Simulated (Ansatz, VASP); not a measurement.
## S in VASP and in Ansatz

```
S
1.0
     2.30577    0.00000    0.00000
     0.00000    2.30577    0.00000
     0.00000    0.00000    2.30577
S
1
Direct
  0.00000 0.00000 0.00000
```

Change from the starting cell: volume scaled by 0.76, LAPW.

Alike in both runs: task single point; functional LDA; k mesh 16 × 16 × 16; occupations fermi-dirac, width 0.08 eV; no spin polarisation.

|  | VASP | Ansatz |
| --- | --- | --- |
| version | VASP 6.6.1 | Ansatz 0.2.0 |
| potentials or method | VASP PAW LDA potentials, release 64 (S), cutoff 520 eV | all-electron LAPW, scalar-relativistic |

|  | VASP | Ansatz | Ansatz less VASP |
| --- | --- | --- | --- |
| pressure (GPa) | 44.7 | 44.7 | +0.07 |

Ansatz ran all-electron here, so the differences hold the error of VASP's frozen core and of both bases.

Caveats: so large a pressure means that the cell lies far from this level's equilibrium, or that cutoff or potentials fall short (VASP).
